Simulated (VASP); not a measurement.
# BP (F-43m) in VASP: further runs

One crystal, BP, is run at these levels: r2SCAN, r2SCAN+rVV10; tasks: relaxation of cell and atoms.

Program: VASP 6.6.1. These are calculated values, not measurements. Logs are shortened: lines on timing, memory, paths and dates and some standing lists are left out, and cuts for length are marked.

**1. Starting point**

Symmetry: F-43m, No. 216, cubic system. Conventional cell: a = 4.532 Å, b = 4.532 Å, c = 4.532 Å, α = 90.00°, β = 90.00°, γ = 90.00°. Around B (site symmetry -43m) lie 4 P at 1.96 Å. Around P (site symmetry -43m) lie 4 B at 1.96 Å.

The cell is a database's computed one.

**2. Relaxation of cell and atoms, r2SCAN**

The input, INCAR:

```
ALGO = Normal
EDIFF = 1E-7
EDIFFG = -0.005
ENCUT = 600
IBRION = 2
ISIF = 3
ISMEAR = 0
LASPH = True
LCHARG = False
LMIXTAU = True
LREAL = False
LWAVE = False
METAGGA = R2SCAN
NELM = 100
NSW = 90
PREC = Accurate
SIGMA = 0.02
```

The input, KPOINTS:

```
k-points
0
Gamma
  10 10 10
```

The input, POSCAR:

```
BP
1.0
    0.0000000000      2.2660723800      2.2660723800
    2.2660723800      0.0000000000      2.2660723800
    2.2660723800      2.2660723800      0.0000000000
B P
1 1
Direct
    0.0000000000      0.0000000000      0.0000000000
    0.7500000000      0.7500000000      0.7500000000
```

Potentials or basis: VASP PAW PBE potentials, release 64 (B, P).

Launch:

```bash
$ cat potpaw_PBE.64/B/POTCAR potpaw_PBE.64/P/POTCAR > POTCAR
$ mpirun -np 1 vasp_std > vasp.out
```

OUTCAR:

```text
EDIFF = 1E-7
   EDIFFG = -0.005
   ENCUT = 600
   IBRION = 2
   ISIF = 3
   ISMEAR = 0
   LASPH = True
   LREAL = False
   METAGGA = R2SCAN
   NELM = 100
   NSW = 90
   PREC = Accurate

 ion  position               nearest neighbor table
   1  0.000  0.000  0.000-   2 1.96   2 1.96   2 1.96   2 1.96
   2  0.750  0.750  0.750-   1 1.96   1 1.96   1 1.96   1 1.96

  LATTYP: Found a face centered cubic cell.
 ALAT       =     4.5321447600

  Lattice vectors:

 A1 = (   0.0000000000,   2.2660723800,   2.2660723800)
 A2 = (   2.2660723800,   0.0000000000,   2.2660723800)
 A3 = (   2.2660723800,   2.2660723800,   0.0000000000)

Analysis of symmetry for initial positions (statically):
=====================================================================
 Subroutine PRICEL returns:
 Original cell was already a primitive cell.

 Routine SETGRP: Setting up the symmetry group for a
 face centered cubic supercell.

 Subroutine GETGRP returns: Found 24 space group operations
 (whereof 24 operations were pure point group operations)
 out of a pool of 48 trial point group operations.

The static configuration has the point symmetry T_d .

Analysis of symmetry for dynamics (positions and initial velocities):
=====================================================================
 Subroutine PRICEL returns:
 Original cell was already a primitive cell.

 Routine SETGRP: Setting up the symmetry group for a
 face centered cubic supercell.

 Subroutine GETGRP returns: Found 24 space group operations
 (whereof 24 operations were pure point group operations)
 out of a pool of 48 trial point group operations.

The dynamic configuration has the point symmetry T_d .

 Subroutine INISYM returns: Found 24 space group operations
 (whereof 24 operations are pure point group operations),
 and found     1 'primitive' translations

----------------------------------------------------------------------------------------

                                     Primitive cell

  volume of cell :      23.2729

  direct lattice vectors                    reciprocal lattice vectors
     0.000000000  2.266072380  2.266072380    -0.220646085  0.220646085  0.220646085
     2.266072380  0.000000000  2.266072380     0.220646085 -0.220646085  0.220646085
     2.266072380  2.266072380  0.000000000     0.220646085  0.220646085 -0.220646085

  length of vectors
     3.204710293  3.204710293  3.204710293     0.382170230  0.382170230  0.382170230

  position of ions in fractional coordinates (direct lattice)
     0.000000000  0.000000000  0.000000000
     0.750000000  0.750000000  0.750000000

  ion indices of the primitive-cell ions
   primitive index   ion index
                 1           1
                 2           2

----------------------------------------------------------------------------------------

 KPOINTS: k-points

Automatic generation of k-mesh.
 Grid dimensions read from file:
 generate k-points for:   10   10   10

 Generating k-lattice:

  Cartesian coordinates                     Fractional coordinates (reciprocal lattice)
    -0.022064609  0.022064609  0.022064609     0.100000000  0.000000000  0.000000000
     0.022064609 -0.022064609  0.022064609     0.000000000  0.100000000  0.000000000
     0.022064609  0.022064609 -0.022064609     0.000000000  0.000000000  0.100000000

  Length of vectors
     0.038217023  0.038217023  0.038217023

  Shift w.r.t. Gamma in fractional coordinates (k-lattice)
     0.000000000  0.000000000  0.000000000

 Subroutine IBZKPT returns following result:
 ===========================================

 Found     47 irreducible k-points:

 Following reciprocal coordinates:
            Coordinates               Weight
  0.000000  0.000000  0.000000      1.000000
  0.100000  0.000000  0.000000      8.000000
  0.200000  0.000000  0.000000      8.000000
  0.300000  0.000000  0.000000      8.000000
  0.400000  0.000000  0.000000      8.000000
  0.500000  0.000000  0.000000      4.000000
[... 16 lines left out ...]
  0.300000  0.300000  0.000000      6.000000
  0.400000  0.300000  0.000000     24.000000
 [... further k-points ...]
   k-points           NKPTS =     47   k-points in BZ     NKDIM =     47   number of bands    NBANDS=      8
   number of dos      NEDOS =    301   number of ions     NIONS =      2
   total plane-waves  NPLWV =  21952
   dimension x,y,z NGX =    28 NGY =   28 NGZ =   28
   dimension x,y,z NGXF=    56 NGYF=   56 NGZF=   56
   ions per type =               1   1
   NGX,Y,Z   is equivalent  to a cutoff of  14.53, 14.53, 14.53 a.u.
   NGXF,Y,Z  is equivalent  to a cutoff of  29.05, 29.05, 29.05 a.u.
 SYSTEM =  unknown system
   PREC   = accura    normal or accurate (medium, high low for compatibility)
   ISTART =      0    job   : 0-new  1-cont  2-samecut
   ICHARG =      2    charge: 1-file 2-atom 10-const
   ISPIN  =      1    spin polarized calculation?
   LNONCOLLINEAR =      F non collinear calculations
   LSORBIT =      F    spin-orbit coupling
   LASPH  =      T    aspherical Exc in radial PAW
   ENCUT  =  600.0 eV  44.10 Ry    6.64 a.u.   6.40  6.40  6.40*2*pi/ulx,y,z
   NELM   =    100;   NELMIN=  2; NELMDL= -5     # of ELM steps
   EDIFF  = 0.1E-06   stopping-criterion for ELM
   LREAL  =      F    real-space projection
   EDIFFG = -.5E-02   stopping-criterion for IOM
   NSW    =     90    number of steps for IOM
   IBRION =      2    ionic relax: 0-MD 1-quasi-New 2-CG
   NFREE  =      1    steps in history (QN), initial steepest desc. (CG)
   ISIF   =      3    stress and relaxation
   ISYM   =      2    0-nonsym 1-usesym 2-fastsym
   POTIM  = 0.5000    time-step for ionic-motion
   TEBEG  =    0.0;   TEEND  =   0.0 temperature during run
   PSTRESS=    0.0 pullay stress
   NELECT =       8.0000    total number of electrons
   NUPDOWN=      -1.0000    fix difference up-down
   EMIN   =  10.00;   EMAX   =-10.00  energy-range for DOS
   EFERMI =   0.00;   METHOD = LEGACY
   ISMEAR =     0;   SIGMA  =   0.02  broadening in eV -4-tet -1-fermi 0-gaus
   EFERMI_NEDOS =   21; number of points for ismear=-14 and -15
   IALGO  =     38    algorithm
   IMIX   =      4    mixing-type and parameters
     AMIX     =   0.40;   BMIX     =  1.00
     AMIX_MAG =   1.60;   BMIX_MAG =  1.00
  volume/ion in A,a.u.               =      11.64        78.53
  Fermi-wavevector in a.u.,A,eV,Ry     =   1.146800  2.167138 17.893708  1.315150
  Thomas-Fermi vector in A             =   2.283483
   LORBIT       =      0    0 simple, 1 ext, 2 COOP (PROOUT), +10 PAW based schemes
   METAGGA = R2SCAN    functional components
   LHFCALC =     F    Hartree Fock is set to
   AEXX    =    0.0000 exact exchange contribution
   IVDW    =     0    specifies the selected vdW correction
   LEPSILON=     F    determine dielectric tensor
   LRPA    =     F    only Hartree local field effects (RPA)
 conjugate gradient relaxation of ions
 non-spin polarized calculation
 Gauss-broadening in eV      SIGMA  =   0.02
  energy-cutoff  :      600.00
  volume of cell :       23.27
 maximum number of plane-waves:       794
 NGX is ok and might be reduce to    28
   NGX = 13   NGY = 13   NGZ = 13

 number of electron       8.0000000 magnetization

 Free energy of the ion-electron system (eV)
  ---------------------------------------------------
  ext. energy  EPLUGINS =         0.00000000
  ---------------------------------------------------
  free energy    TOTEN  =       -17.31391738 eV

  energy without entropy =      -17.31391738  energy(sigma->0) =      -17.31391738

 E-fermi :   7.5661     XC(G=0): -11.5182

 val. band max:        7.4345027214   @ k =   0.0000   0.0000   0.0000
 cond. band min:       8.8764038270   @ k =   0.4000   0.4000   0.0000
 fundamental gap:      1.4419011056
 Fermi energy:         7.5660635560

 k-point     1 :       0.0000    0.0000    0.0000
  band No.  band energies     occupation
      1      -8.8599      2.00000
      2       7.4345      2.00000
      3       7.4345      2.00000
      4       7.4345      2.00000
      5      11.0816      0.00000
      6      11.0816      0.00000
      7      11.0816      0.00000
      8      15.5081      0.00000

 k-point     2 :       0.1000    0.0000    0.0000
  band No.  band energies     occupation
      1      -8.6699      2.00000
      2       6.0613      2.00000
      3       7.1217      2.00000
      4       7.1217      2.00000
      5      11.5171      0.00000
      6      11.5171      0.00000
      7      11.5756      0.00000
      8      16.0454      0.00000

 k-point     3 :       0.2000    0.0000    0.0000
  band No.  band energies     occupation
      1      -8.1073      2.00000
      2       3.5921      2.00000
      3       6.5274      2.00000
      4       6.5274      2.00000
      5      11.8317      0.00000
      6      12.2852      0.00000
      7      12.2852      0.00000
      8      17.2828      0.00000

 k-point     4 :       0.3000    0.0000    0.0000
  band No.  band energies     occupation
      1      -7.2034      2.00000
      2       1.1043      2.00000
      3       6.0068      2.00000
      4       6.0068      2.00000
      5      11.7555      0.00000
      6      12.6305      0.00000
      7      12.6305      0.00000
      8      18.2480      0.00000

 k-point     5 :       0.4000    0.0000    0.0000
  band No.  band energies     occupation
      1      -6.0772      2.00000
      2      -1.0268      2.00000
      3       5.6764      2.00000
      4       5.6764      2.00000
      5      11.6426      0.00000
      6      12.5499      0.00000
      7      12.5499      0.00000
      8      18.4192      0.00000
[... 177 lines left out ...]
 k-point    22 :      -0.2000    0.2000    0.0000
  band No.  band energies     occupation
      1      -6.8953      2.00000
      2       1.8859      2.00000
      3       3.0440      2.00000
      4       6.1110      2.00000
      5      12.2895      0.00000
      6      13.1325      0.00000
      7      14.2819      0.00000
      8      16.4441      0.00000

 k-point    23 :       0.3000    0.3000    0.0000
  band No.  band energies     occupation
      1      -6.6271      2.00000
      2       2.3153      2.00000
      3       4.0222      2.00000
      4       4.0222      2.00000
      5       9.1709      0.00000
      6      11.6845      0.00000
      7      16.9518      0.00000
      8      16.9518      0.00000

 k-point    24 :       0.4000    0.3000    0.0000
  band No.  band energies     occupation
      1      -5.7533      2.00000
      2       0.9038      2.00000
      3       3.1629      2.00000
      4       3.7098      2.00000
      5       9.4734      0.00000
      6      11.3832      0.00000
      7      17.6114      0.00000
      8      17.6228      0.00000

 [... further k-points ...]

------------------------ aborting loop because EDIFF is reached ----------------------------------------

  FORCE on cell =-STRESS in cart. coord.  units (eV):
  Direction    XX          YY          ZZ          XY          YZ          ZX
  --------------------------------------------------------------------------------------
  -------------------------------------------------------------------------------------
  Total       -0.0009632     -0.0009632     -0.0009632     -0.0000000      0.0000000     -0.0000000
  in kB       -0.0663092     -0.0663092     -0.0663092     -0.0000000      0.0000000     -0.0000000
  external PRESSURE =      -0.0663092 kB  Pullay stress =       0.0000000 kB

 VOLUME and BASIS-vectors are now :
 -----------------------------------------------------------------------------
  energy-cutoff  :      600.00
  volume of cell :       23.27
      direct lattice vectors                 reciprocal lattice vectors
     0.000000000  2.266072380  2.266072380    -0.220646085  0.220646085  0.220646085
     2.266072380  0.000000000  2.266072380     0.220646085 -0.220646085  0.220646085
     2.266072380  2.266072380  0.000000000     0.220646085  0.220646085 -0.220646085

 POSITION                                       TOTAL-FORCE (eV/Angst)
 -----------------------------------------------------------------------------------
      0.00000      0.00000      0.00000        -0.000000     -0.000000     -0.000000
      3.39911      3.39911      3.39911         0.000000      0.000000      0.000000
 -----------------------------------------------------------------------------------
    total drift:                                0.000000      0.000000      0.000000

  FREE ENERGIE OF THE ION-ELECTRON SYSTEM (eV)
  ---------------------------------------------------
  free  energy   TOTEN  =       -17.3139173839 eV

  energy  without entropy=      -17.3139173839  energy(sigma->0) =      -17.31391738

 reached required accuracy - stopping structural energy minimisation
```

Wall time 1.9 min (1 thread of AMD EPYC 7R43 (Zen 3), shared host); peak memory 0.12 GiB.

What came out:

* Free energy: -17.3139 eV
* Pressure after relaxing: 0.0 GPa
* Band gap on the k mesh: 1.44 eV, indirect (least direct gap 3.65 eV)

Final structure:
```xyz
2
Lattice="0.0000 2.2661 2.2661 2.2661 0.0000 2.2661 2.2661 2.2661 0.0000" Properties=species:S:1:pos:R:3 pbc="T T T"
B     0.0000    0.0000    0.0000
P     3.3991    3.3991    3.3991
```

Levels at points of the mesh, in eV from the valence-band top:
```csv
k point,band 2,band 3,band 4,band 5,band 6,band 7
"(0.00, 0.00, 0.00)",0.00,0.00,0.00,3.65,3.65,3.65
"(0.50, 0.00, 0.00)",-9.53,-1.87,-1.87,4.16,5.03,5.03
"(0.50, 0.50, 0.00)",-9.15,-4.36,-4.36,1.53,1.91,13.10
```

Caveat: the relaxation stopped at its first step, so nothing moved; the PAW data sets were made with another functional, which shifts forces and pressure a little.

**3. Relaxation of cell and atoms, r2SCAN+rVV10**

INCAR: that of step 2 with these lines changed.

```diff
@@ -1,2 +1,4 @@
 ALGO = Normal
+BPARAM = 11.95
+CPARAM = 0.0093
 EDIFF = 1E-7
@@ -7,2 +9,3 @@
 ISMEAR = 0
+IVDW_NL = 2
 LASPH = True
@@ -11,2 +14,3 @@
 LREAL = False
+LUSE_VDW = True
 LWAVE = False
```

KPOINTS is that of step 2.

POSCAR is that of step 2.

Potentials or basis: VASP PAW PBE potentials, release 64 (B, P).

Launch:

```bash
$ cat potpaw_PBE.64/B/POTCAR potpaw_PBE.64/P/POTCAR > POTCAR
$ mpirun -np 1 vasp_std > vasp.out
```

OUTCAR:

```text
BPARAM = 11.95
   EDIFF = 1E-7
   EDIFFG = -0.005
   ENCUT = 600
   IBRION = 2
   ISIF = 3
   ISMEAR = 0
   IVDW_NL = 2
   LASPH = True
   LREAL = False
   METAGGA = R2SCAN
   NELM = 100
   NSW = 90
   PREC = Accurate

 ion  position               nearest neighbor table
   1  0.000  0.000  0.000-   2 1.96   2 1.96   2 1.96   2 1.96
   2  0.750  0.750  0.750-   1 1.96   1 1.96   1 1.96   1 1.96

  LATTYP: Found a face centered cubic cell.
 ALAT       =     4.5321447600

  Lattice vectors:

 A1 = (   0.0000000000,   2.2660723800,   2.2660723800)
 A2 = (   2.2660723800,   0.0000000000,   2.2660723800)
 A3 = (   2.2660723800,   2.2660723800,   0.0000000000)

[... 261 lines left out ...]

 E-fermi :   7.6096     XC(G=0): -11.5654

 val. band max:        7.4794894004   @ k =   0.0000   0.0000   0.0000
 cond. band min:       8.8868033940   @ k =   0.4000   0.4000   0.0000
 fundamental gap:      1.4073139936
 Fermi energy:         7.6095976457

 k-point     1 :       0.0000    0.0000    0.0000
  band No.  band energies     occupation
      1      -8.8593      2.00000
      2       7.4795      2.00000
      3       7.4795      2.00000
      4       7.4795      2.00000
      5      11.1254      0.00000
      6      11.1254      0.00000
      7      11.1254      0.00000
      8      15.6004      0.00000
[... 243 lines left out ...]
 k-point    24 :       0.4000    0.3000    0.0000
  band No.  band energies     occupation
      1      -5.7393      2.00000
      2       0.9383      2.00000
      3       3.1854      2.00000
      4       3.7380      2.00000
      5       9.4890      0.00000
      6      11.3931      0.00000
      7      17.6745      0.00000
      8      17.6895      0.00000

 [... further k-points ...]

------------------------ aborting loop because EDIFF is reached ----------------------------------------

  FORCE on cell =-STRESS in cart. coord.  units (eV):
  Direction    XX          YY          ZZ          XY          YZ          ZX
  --------------------------------------------------------------------------------------
  -------------------------------------------------------------------------------------
  Total        0.0013075      0.0013075      0.0013075     -0.0000000      0.0000000     -0.0000000
  in kB        0.0903232      0.0903232      0.0903232     -0.0000000      0.0000000     -0.0000000
  external PRESSURE =       0.0903232 kB  Pullay stress =       0.0000000 kB
[... 17 lines left out ...]
  FREE ENERGIE OF THE ION-ELECTRON SYSTEM (eV)
  ---------------------------------------------------
  free  energy   TOTEN  =       -17.2288188958 eV

  energy  without entropy=      -17.2288188958  energy(sigma->0) =      -17.22881890

 reached required accuracy - stopping structural energy minimisation
```

OSZICAR:

```text
N       E                     dE             d eps       ncg     rms          rms(c)
DAV:   1     0.843548643701E+01    0.84355E+01   -0.45047E+03   752   0.103E+03
DAV:   2    -0.187433805239E+02   -0.27179E+02   -0.25582E+02  1144   0.121E+02
DAV:   3    -0.191025351481E+02   -0.35915E+00   -0.35915E+00   936   0.176E+01
DAV:   4    -0.191033494758E+02   -0.81433E-03   -0.81433E-03  1128   0.855E-01
[... 30 lines left out ...]
DAV:   3    -0.172288139955E+02    0.10478E-04   -0.24233E-05   784   0.473E-02    0.110E-02
DAV:   4    -0.172288198523E+02   -0.58568E-05   -0.52681E-06   784   0.232E-02    0.100E-02
DAV:   5    -0.172288145097E+02    0.53425E-05   -0.29862E-06   760   0.181E-02    0.372E-03
DAV:   6    -0.172288188443E+02   -0.43346E-05   -0.23591E-06   752   0.160E-02    0.242E-03
DAV:   7    -0.172288188958E+02   -0.51453E-07   -0.21060E-07   840   0.547E-03
   3 F= -.17228819E+02 E0= -.17228819E+02  d E =-.149755E-03
```

It took 4.6 min on 1 thread of AMD EPYC 7R43 (Zen 3), shared host; peak memory 0.23 GiB.

What came out:

```yaml
Free_energy: -17.2288 eV
Relaxed_volume: 11.60 Å³/atom
Relaxed_cell: a = 3.201 Å, b = 3.201 Å, c = 3.201 Å, α = 60.00°, β = 60.00°, γ = 60.00°
Space_group_after_relaxing_to_0.05_Å: F-43m (No. 216)
Energy_gained_by_relaxing: 0.1 meV/atom
Ionic_steps: 3
Pressure_after_relaxing: 0.0 GPa
Band_gap_on_the_k_mesh: 1.41 eV, indirect (least direct gap 3.65 eV)
```

Step by step:
```tsv
step	energy change (eV)	largest force (eV/Å)	pressure (GPa)	volume (Å³)
1	0.0000	0.0000	-0.59	23.27
2	-0.0001	0.0000	0.48	23.13
3	-0.0001	0.0000	0.01	23.19
```

Final structure:
```cif
data_structure
_symmetry_space_group_name_H-M 'P 1'
_symmetry_Int_Tables_number 1
_cell_length_a 3.2010
_cell_length_b 3.2010
_cell_length_c 3.2010
_cell_angle_alpha 60.000
_cell_angle_beta 60.000
_cell_angle_gamma 60.000
_cell_volume 23.19
loop_
_atom_site_label
_atom_site_type_symbol
_atom_site_fract_x
_atom_site_fract_y
_atom_site_fract_z
_atom_site_occupancy
B1 B 0.00000 0.00000 0.00000 1
P1 P 0.75000 0.75000 0.75000 1
```

Caveat: the PAW data sets were made with another functional, which shifts forces and pressure a little.
